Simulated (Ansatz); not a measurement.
# WC

Computed with Ansatz (plane waves, PAW, 420 eV cutoff): PBE with spin–orbit coupling, two-component spinors, Γ-centred 14×14×12 mesh, 0.05 eV Gaussian smearing. The datasets are Ansatz's generated set soft_2.

```xyz
2
Lattice="2.9210 0.0000 0.0000 -1.4605 2.5296 0.0000 0.0000 0.0000 2.8466" Properties=species:S:1:pos:R:3 pbc="T T T"
W     0.0000    0.0000    0.0000
C     1.4605    0.8432    1.4233
```

The chain of runs began from a measured cell (COD), expanded in volume.

The run above is the reference. The same cell was run again with other input settings; several of them aren't fit for production, so the rows show the settings' effect and aren't properties of the material.

```tsv
keys changed	outcome	ΔE (meV/atom)	P (GPa)	gap on the mesh (eV)	cell moment (μB)	largest force component (eV/Å)	SCF iterations	rough core-seconds	new warnings
none (reference)	converged	0.0	0.0	metal	0.00 (no moment typed)	0.000	–	–	–
basis.ecutwfc: 420 → "300 eV"	converged	92.7	0.6	metal	0.00 (no moment typed)	0.000	7	15	cutoff below recommended
hamiltonian.xc: "pbe" → "lda"	converged	–	-15.1	metal	0.00 (no moment typed)	0.000	7	19	–
scf.occupations.width: 0.05 → null; scf.occupations.method: "gaussian" → "tetrahedron"	converged	0.2	0.0	metal	0.00 (no moment typed)	0.000	7	24	band table not solved further; tetrahedron derivatives may miss energy slope
hamiltonian.xc: "pbe" → "pbesol"	converged	–	-8.9	metal	0.00 (no moment typed)	0.000	7	19	–
hamiltonian.hubbard: {"sites": [{"species": "W", "l": "d", "u_eff": 4.0}], "double_counting": "fll"}; basis.ecutwfc: 420 → "700 eV"	converged	–	1.2	metal	0.00 (no moment typed)	0.000	8	60	filled band counts differ across k points
accuracy: "low"	converged	0.0	0.0	metal	0.00 (no moment typed)	0.000	7	19	–
scf.occupations.width: 0.05 → 0.025	converged	0.0	0.0	metal	0.00 (no moment typed)	0.000	7	19	–
```

ΔE is the energy with the smearing extrapolated to zero. It is left out where the change alters the Hamiltonian or the spin treatment. The varied runs start from atomic densities (corrected by the program's trained start where that serves), with the default search for lower states unless a row changes it.

What happens with these changes: scf.mixing.algorithm: "msr1"; scf.mixing.beta: 0.05; hamiltonian.dispersion: "d4"; hamiltonian.xc: "pbe" → "revpbe"?

outcome converged, P (GPa) -9.1, gap on the mesh (eV) metal, cell moment (μB) 0.00 (no moment typed), largest force component (eV/Å) 0.000, SCF iterations 7, rough core-seconds 20.

What happens with these changes: scf.occupations.width: 0.05 → null; scf.occupations.method: "gaussian" → "tetrahedron_uncorrected"?

outcome converged, ΔE (meV/atom) 2.8, P (GPa) 0.1, gap on the mesh (eV) metal, cell moment (μB) 0.00 (no moment typed), largest force component (eV/Å) 0.000, SCF iterations 7, rough core-seconds 24, new warnings band table not solved further.

The pair part of a dispersion correction pulls inward (a three-body part mostly pushes out), and in metals and ionic crystals with large ions it often overbinds.
